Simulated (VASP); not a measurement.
# CaF2 (Fm-3m) in VASP: single point with HSE06

Aim: the single point of CaF2 with HSE06.

Everything below comes from runs of VASP 6.6.1. Logs are shortened: lines on timing, memory, paths and dates and some standing lists are left out, and cuts for length are marked.

## (1) The structure

The structure is cubic, space group Fm-3m (No. 225). The conventional cell has a = 5.424 Å, b = 5.424 Å, c = 5.424 Å, α = 90.00°, β = 90.00°, γ = 90.00°. Ca (site symmetry m-3m) is surrounded by 8 F at 2.35 Å. F (site symmetry -43m) has 4 Ca at 2.35 Å as nearest neighbours.

## (2) Single point, HSE06

POSCAR reads:

```
CaF2
1.0
    0.0000000000      2.7120400000      2.7120400000
    2.7120400000      0.0000000000      2.7120400000
    2.7120400000      2.7120400000      0.0000000000
Ca F
1 2
Direct
    0.0000000000      1.0000000000      0.0000000000
    0.2500000000      0.2500000000      0.2500000000
    0.7500000000      0.7500000000      0.7500000000
```

INCAR.step1 reads:

```
SYSTEM = CaF2
PREC = Accurate
ENCUT = 520
EDIFF = 1E-5
ISMEAR = 0
SIGMA = 0.02
LREAL = .FALSE.
LASPH = .TRUE.
NELM = 100
ALGO = Normal
ISIF = 2
LWAVE = .TRUE.
LCHARG = .FALSE.
NBANDS = 19
GGA = PE
```

INCAR.step2 reads:

```
SYSTEM = CaF2
PREC = Accurate
ENCUT = 520
EDIFF = 1E-6
ISMEAR = 0
SIGMA = 0.02
LREAL = .FALSE.
LASPH = .TRUE.
NELM = 100
ALGO = Normal
ISIF = 2
LWAVE = .FALSE.
LCHARG = .FALSE.
GGA = PE
LHFCALC = .TRUE.
HFSCREEN = 0.2
PRECFOCK = Fast
NBANDS = 19
ISTART = 1
```

KPOINTS reads:

```
regular mesh
0
G
  6 6 6
  0 0 0
```

Potentials or basis: VASP PAW PBE potentials, release 64 (Ca_sv, F).

Started as:

```console
$ cat potpaw_PBE.64/Ca_sv/POTCAR potpaw_PBE.64/F/POTCAR > POTCAR
$ cp INCAR.step1 INCAR
$ mpirun -np 1 vasp_std > vasp.out
$ cp INCAR.step2 INCAR
$ mpirun -np 1 vasp_std > vasp.out
```

OUTCAR:

```text
SYSTEM = CaF2
   PREC = Accurate
   ENCUT = 520
   EDIFF = 1E-6
   ISMEAR = 0
   LREAL = .FALSE.
   LASPH = .TRUE.
   NELM = 100
   ISIF = 2
   GGA = PE
   LHFCALC = .TRUE.
   HFSCREEN = 0.2
   PRECFOCK = Fast
   ISTART = 1

 ion  position               nearest neighbor table
   1  0.000  0.000  0.000-   3 2.35   3 2.35   3 2.35   2 2.35   3 2.35   2 2.35   2 2.35   2 2.35

   2  0.250  0.250  0.250-   1 2.35   1 2.35   1 2.35   1 2.35
   3  0.750  0.750  0.750-   1 2.35   1 2.35   1 2.35   1 2.35

  LATTYP: Found a face centered cubic cell.
 ALAT       =     5.4240800000

  Lattice vectors:

 A1 = (   0.0000000000,   2.7120400000,   2.7120400000)
 A2 = (   2.7120400000,   0.0000000000,   2.7120400000)
 A3 = (   2.7120400000,   2.7120400000,   0.0000000000)

Analysis of symmetry for initial positions (statically):
=====================================================================
 Subroutine PRICEL returns:
 Original cell was already a primitive cell.

 Routine SETGRP: Setting up the symmetry group for a
 face centered cubic supercell.

 Subroutine GETGRP returns: Found 48 space group operations
 (whereof 48 operations were pure point group operations)
 out of a pool of 48 trial point group operations.

The static configuration has the point symmetry O_h .

Analysis of symmetry for dynamics (positions and initial velocities):
=====================================================================
 Subroutine PRICEL returns:
 Original cell was already a primitive cell.

 Routine SETGRP: Setting up the symmetry group for a
 face centered cubic supercell.

 Subroutine GETGRP returns: Found 48 space group operations
 (whereof 48 operations were pure point group operations)
 out of a pool of 48 trial point group operations.

The dynamic configuration has the point symmetry O_h .

 Subroutine INISYM returns: Found 48 space group operations
 (whereof 48 operations are pure point group operations),
 and found     1 'primitive' translations

----------------------------------------------------------------------------------------

[... 87 lines left out ...]
   EDIFFG = 0.1E-04   stopping-criterion for IOM
   NSW    =      0    number of steps for IOM
   IBRION =     -1    ionic relax: 0-MD 1-quasi-New 2-CG
   NFREE  =      0    steps in history (QN), initial steepest desc. (CG)
   ISIF   =      2    stress and relaxation
   ISYM   =      3    0-nonsym 1-usesym 2-fastsym
   POTIM  = 0.5000    time-step for ionic-motion
   TEBEG  =    0.0;   TEEND  =   0.0 temperature during run
   PSTRESS=    0.0 pullay stress
   NELECT =      24.0000    total number of electrons
   NUPDOWN=      -1.0000    fix difference up-down
   EMIN   =  10.00;   EMAX   =-10.00  energy-range for DOS
   EFERMI =   0.00;   METHOD = LEGACY
   ISMEAR =     0;   SIGMA  =   0.02  broadening in eV -4-tet -1-fermi 0-gaus
   EFERMI_NEDOS =   21; number of points for ismear=-14 and -15
   IALGO  =     38    algorithm
   IMIX   =      1    mixing-type and parameters
     AMIX     =   0.40;   BMIX     =  1.00
     AMIX_MAG =   1.60;   BMIX_MAG =  1.00
  volume/ion in A,a.u.               =      13.30        89.74
  Fermi-wavevector in a.u.,A,eV,Ry     =   1.381993  2.611588 25.985828  1.909904
  Thomas-Fermi vector in A             =   2.506726
   LORBIT       =      0    0 simple, 1 ext, 2 COOP (PROOUT), +10 PAW based schemes
   GGA     = PE    functional components
   LHFCALC =     T    Hartree Fock is set to
   PRECFOCK=fast      Normal, Fast or Accurate (Low or Medium for compatibility)
   ENCUT4O =  -1.0   cutoff for four orbital integrals eV
   NKREDX  =     1    reduce k-point grid by
   NKREDY  =     1    reduce k-point grid by
   NKREDZ  =     1    reduce k-point grid by
   AEXX    =    0.2500 exact exchange contribution
   HFSCREEN=    0.2000 screening length (either q_TF or 0.3 A-1)
   HFSCREENC=   0.2000 screening length for correlation (either q_TF or 0.3 A-1)
   ENCUTFOCK=  -1.0 apply spherical cutoff to Coloumb kernel
   IVDW    =     0    specifies the selected vdW correction
   LEPSILON=     F    determine dielectric tensor
   LRPA    =     F    only Hartree local field effects (RPA)
 non-spin polarized calculation
 Gauss-broadening in eV      SIGMA  =   0.02
  energy-cutoff  :      520.00
  volume of cell :       39.89
 maximum number of plane-waves:      1090
 NGX is ok and might be reduce to    30
  NGX = 16; NGY = 16; NGZ = 16

 number of electron      23.9999982 magnetization

 Free energy of the ion-electron system (eV)
  ---------------------------------------------------
  ext. energy  EPLUGINS =         0.00000000
  ---------------------------------------------------
  free energy    TOTEN  =       -20.61299933 eV

  energy without entropy =      -20.61299933  energy(sigma->0) =      -20.61299933

 E-fermi :  -2.2523     XC(G=0):  -7.9696

 val. band max:       -2.4773795727   @ k =   0.5000   0.5000   0.0000
 cond. band min:       7.0198623791   @ k =   0.0000   0.0000   0.0000
 fundamental gap:      9.4972419518
 Fermi energy:        -2.2523340348

 k-point     1 :       0.0000    0.0000    0.0000
  band No.  band energies     occupation
      1     -40.4178      2.00000
      2     -24.0717      2.00000
      3     -23.2378      2.00000
      4     -19.8874      2.00000
      5     -19.8874      2.00000
      6     -19.8874      2.00000
[... 329 lines left out ...]
      6     -19.4193      2.00000
[... 11 lines left out ...]
     18      14.8158      0.00000
     19      14.8232      0.00000

------------------------ aborting loop because EDIFF is reached ----------------------------------------

  FORCE on cell =-STRESS in cart. coord.  units (eV):
  Direction    XX          YY          ZZ          XY          YZ          ZX
  --------------------------------------------------------------------------------------
  -------------------------------------------------------------------------------------
  Total        0.6433072      0.6433072      0.6433072      0.0000000      0.0000000     -0.0000000
  in kB       25.8351326     25.8351326     25.8351326      0.0000000      0.0000000     -0.0000000
  external PRESSURE =      25.8351326 kB  Pullay stress =       0.0000000 kB

 VOLUME and BASIS-vectors are now :
 -----------------------------------------------------------------------------
  energy-cutoff  :      520.00
  volume of cell :       39.89
      direct lattice vectors                 reciprocal lattice vectors
     0.000000000  2.712040000  2.712040000    -0.184363062  0.184363062  0.184363062
     2.712040000  0.000000000  2.712040000     0.184363062 -0.184363062  0.184363062
     2.712040000  2.712040000  0.000000000     0.184363062  0.184363062 -0.184363062

 POSITION                                       TOTAL-FORCE (eV/Angst)
 -----------------------------------------------------------------------------------
      0.00000      0.00000      0.00000        -0.000000     -0.000000      0.000000
      1.35602      1.35602      1.35602         0.000000     -0.000000      0.000000
      4.06806      4.06806      4.06806        -0.000000      0.000000     -0.000000
 -----------------------------------------------------------------------------------
    total drift:                                0.000000     -0.000000     -0.000000

  FREE ENERGIE OF THE ION-ELECTRON SYSTEM (eV)
  ---------------------------------------------------
  free  energy   TOTEN  =       -20.6129993260 eV

  energy  without entropy=      -20.6129993260  energy(sigma->0) =      -20.61299933
```

OUTCAR.step1:

```text
SYSTEM = CaF2
   PREC = Accurate
   ENCUT = 520
   EDIFF = 1E-5
   ISMEAR = 0
   LREAL = .FALSE.
   LASPH = .TRUE.
   NELM = 100
[... 567 lines left out ...]
      0.00000      0.00000      0.00000        -0.000000     -0.000000      0.000000
      1.35602      1.35602      1.35602        -0.000000     -0.000000     -0.000000
      4.06806      4.06806      4.06806         0.000000      0.000000      0.000000
 -----------------------------------------------------------------------------------
    total drift:                                0.000000     -0.000000      0.000000

  FREE ENERGIE OF THE ION-ELECTRON SYSTEM (eV)
  ---------------------------------------------------
  free  energy   TOTEN  =       -17.3091808923 eV

  energy  without entropy=      -17.3091808923  energy(sigma->0) =      -17.30918089
```

Run time: 19 min. Hardware: 1 thread of Intel Xeon Platinum 8488C (Sapphire Rapids), shared host; peak memory 0.28 GiB.

Results:

| Item | Value |
| --- | --- |
| Free energy | -20.6130 eV |
| Pressure | 2.6 GPa |
| Band gap on the k mesh | 9.50 eV, indirect (least direct gap 9.77 eV) |

Caveat: the PAW data sets were made with another functional, which shifts forces and pressure a little. A k mesh can miss the band edges.
